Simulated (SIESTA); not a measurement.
Pb:

```
CELL_PARAMETERS angstrom
0.00000 2.47502 2.47502
2.47502 0.00000 2.47502
2.47502 2.47502 0.00000
ATOMIC_POSITIONS crystal
Pb 0.00000 0.00000 0.00000
```

```yaml
Program: SIESTA 5.4.2
Task: relaxation of cell and atoms
Functional: PBE
Potentials_or_basis: PseudoDojo 0.4 standard (PBE files)
Basis: SZ (energy shift 0.003 Ry)
Grid_cutoff: 500 Ry
Energy_shift: 0.003 Ry
k_mesh: 9 × 9 × 9
Occupations: fermi-dirac, width 0.05 eV
Spin: no spin polarisation
```

At the start: pressure 6.1 GPa; volume 30.32 Å³/atom.

Q: Where does the relaxation end?

A: Over 4 steps the energy falls by 67.1 meV/atom and the volume is 34.34 Å³/atom (+13.2 %); space group Fm-3m (No. 225, to 0.05 Å).

Step by step:
```tsv
step	energy change (eV)	largest force (eV/Å)	pressure (GPa)	volume (Å³)
1	0.0000	0.0000	6.05	30.32
2	-0.0439	0.0000	3.28	31.85
3	-0.0671	0.0000	0.43	33.98
4	-0.0671	0.0000	-0.03	34.34
```

Final structure:
```cif
data_structure
_symmetry_space_group_name_H-M 'P 1'
_symmetry_Int_Tables_number 1
_cell_length_a 3.6485
_cell_length_b 3.6485
_cell_length_c 3.6485
_cell_angle_alpha 59.994
_cell_angle_beta 59.994
_cell_angle_gamma 59.994
_cell_volume 34.34
loop_
_atom_site_label
_atom_site_type_symbol
_atom_site_fract_x
_atom_site_fract_y
_atom_site_fract_z
_atom_site_occupancy
Pb1 Pb 0.00000 0.00000 0.00000 1
```

Caveat: the basis has no polarisation orbitals; the volume moved by +13 % from the deposited cell, more than functionals usually miss; the basis of atomic orbitals isn't converged, which shifts pressures, moduli and gaps.
